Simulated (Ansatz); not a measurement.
**A worked fit of the energy of slabs against their depth, with one run withheld: the (111) slab of SrF2 (cut from a parent of space group no. 225; 6 atoms in the cell)**

```
CELL_PARAMETERS angstrom
      4.08071     0.00000     0.00000
      2.04036     3.53400     0.00000
      0.00000     0.00000    18.99779
ATOMIC_POSITIONS crystal
  F  0.66667 0.66667 0.36846
  F  0.33333 0.33333 0.45615
  F  0.00000 0.00000 0.54385
  F  0.66667 0.66667 0.63154
  Sr 0.00000 0.00000 0.41231
  Sr 0.33333 0.33333 0.58769
```
(The smallest cell of the table.)

Method: PBE (plane waves, PAW; Ansatz, an electronic-structure program).

Base settings: basis.ecutwfc = 420 eV; kpoints.mp_grid.grid = 6 6 1; hamiltonian.xc = pbe; hamiltonian.pseudopotentials = {kind: paw} (the program's default PAW files); scf.occupations.method = fermi_dirac; scf.occupations.width = 0.02 eV.

The starting cell has typed, rounded lattice constants, without a prior relaxation at this level. The slab is cut from that crystal, and its faces are unrelaxed. Its lattice was rescaled by up to half a per cent. Spin polarisation is off, though cut faces can carry moments; a gap of a slab can lie between surface states.

Deep slabs follow E = 2Aγ + N·e, so a straight line through E against N gives the surface energy without a separate bulk run; a round N·e is taken off to keep the numbers short. The area A is 14.421 Å².

```
atoms N  E − N·(-1722.373 eV) (eV)
-------  -------------------------
6                           0.4269
9                           0.3651
12                               ?
15                          0.2399
18                          0.1777
21                          0.1147
27                         -0.0108
```

### Question
Fit the line to the 6 rows given and predict the withheld one.

### Answer
Means: x̄ = 16.000, ȳ = 0.21892. Σ(x − x̄)(y − ȳ) = -6.255 and Σ(x − x̄)² = 300.0, so b = -0.02085 and a = ȳ − b·x̄ = 0.55252; γ = a/2A = 0.307 J/m² (unrelaxed) and e = -1722.3939 eV per atom. The largest residual of the fitted rows is 0.00052. At x = 12 the line gives 0.3023 eV. The run gave 0.3027 eV, a miss of 0.0004 eV. The table is a window of a longer ladder. The rows were chosen because the form fits them, the withheld one included, so this shows the method and is no test of the form.

Left out of this page: 1 run of the series outside the window shown, repeating another row's setting, or not comparable.

Keys are those of Ansatz 0.2.
